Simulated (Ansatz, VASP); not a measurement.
One calculation of CuO, two programs

```
Cu O
1.0
    -0.16932    1.95356    1.95356
     1.95356   -0.16932    1.95356
     1.95356    1.95356   -0.16932
Cu O
1 1
Direct
  0.00000 0.00000 0.00000
  0.50000 0.50000 0.50000
```

Alike in both runs: task single point; functional PBE; k mesh 15 × 15 × 15; occupations gaussian, width 0.1 eV; no spin polarisation.

|  | VASP | Ansatz |
| --- | --- | --- |
| version | VASP 6.6.1 | Ansatz 0.2.0 |
| potentials or method | VASP PAW PBE potentials, release 64 (Cu, O) | scalar-relativistic, plane waves, PAW |
| plane-wave cutoff (eV) | 520 | 420 |
| valence electrons in the cell | 17 | 25 |

|  | VASP | Ansatz | Ansatz less VASP |
| --- | --- | --- | --- |
| gap on the k mesh at the Fermi level (eV) | none | none | - |
| pressure (GPa) | 29.3 | 28.6 | -0.65 |
| largest component of the traceless stress (GPa) | 3.38 | 3.40 | +0.021 |

A gap of «none» marks a metal or a gap that the smearing closes. The two sets of potentials don't hold the same shells in valence.

Caveats: so large a pressure means that the cell lies far from this level's equilibrium, or that cutoff or potentials fall short (VASP); an odd number of electrons without spin polarisation forces a metal; a magnetic or distorted state may lie lower; the run has no spin polarisation, though such a crystal can be magnetic; semilocal functionals often make such compounds metallic where correlation or magnetic order opens a gap, which also shifts bond lengths.
